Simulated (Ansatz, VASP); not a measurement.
**Two plane-wave programs on Fe**

INCAR

```
SYSTEM = Fe
AGGAC = 1.0 ; AGGAX = 1.0
ALDAC = 0.0 ; ALDAX = 1.0
ALGO = Normal ; EDIFF = 1E-7
ENCUT = 520 ; GGA = B5
ISIF = 2 ; ISMEAR = -1
LASPH = .TRUE. ; LCHARG = .FALSE.
LREAL = .FALSE. ; LWAVE = .FALSE.
NBANDS = 15 ; NELM = 80
PREC = Accurate ; SIGMA = 0.1
```

KPOINTS

```
k-points
0
G
  12 12 12
  0 0 0
```

The input POSCAR:

```
Fe
1.0
    0.0000000000      2.5042491950      2.5042491950
    2.5042491950      0.0000000000      2.5042491950
    2.5042491950      2.5042491950      0.0000000000
Fe
2
Direct
    0.1250000000      0.1250000000      0.1250000000
    0.8750000000      0.8750000000      0.8750000000
```

Input for Ansatz:

```yaml
crystal:
  lattice:
    - [0.0, 2.504249195, 2.504249195]
    - [2.504249195, 0.0, 2.504249195]
    - [2.504249195, 2.504249195, 0.0]
  atoms:
    - { symbol: Fe, position: [0.125, 0.125, 0.125] }
    - { symbol: Fe, position: [0.875, 0.875, 0.875] }
hamiltonian:
  xc: blyp
  pseudopotentials:
    kind: paw
    azcp:
      Fe: "pseudopotentials/Fe.paw.azcp"
basis:
  ecutwfc: 420
  fft_grid_basis: typed
kpoints:
  mp_grid: { grid: [12, 12, 12], shift: [0, 0, 0] }
magnetization:
  spin_polarized: false
scf:
  occupations: { method: fermi_dirac, width: 0.1 }
  lower_state_search: "off"
output:
  stress: true
  write_density: true
  write_potential: true
  elf: true
  volumetric_format: npy
```

Alike in both runs: task single point; functional BLYP; k mesh 12 × 12 × 12; occupations fermi-dirac, width 0.1 eV; no spin polarisation.

```csv
,VASP,Ansatz
version,VASP 6.6.1,Ansatz 0.2.0
potentials or method,"VASP PAW PBE potentials, release 64 (Fe)","plane waves (420 eV) with PAW, scalar-relativistic"
plane-wave cutoff (eV),520,420
valence electrons in the cell,16,32
```

|  | VASP | Ansatz | Ansatz less VASP |
| --- | --- | --- | --- |
| pressure (GPa) | -5.5 | -5.0 | +0.59 |

The functional is the same, so the differences come from potentials, cutoffs and numerics. The two sets of potentials don't hold the same shells in valence.

Caveats: the PAW data sets were made with another functional, which shifts forces and pressure a little (VASP); the run has no spin polarisation, though such a crystal can be magnetic. Spin polarisation is off, so any magnetic state and its effect on volume and gap are missing.
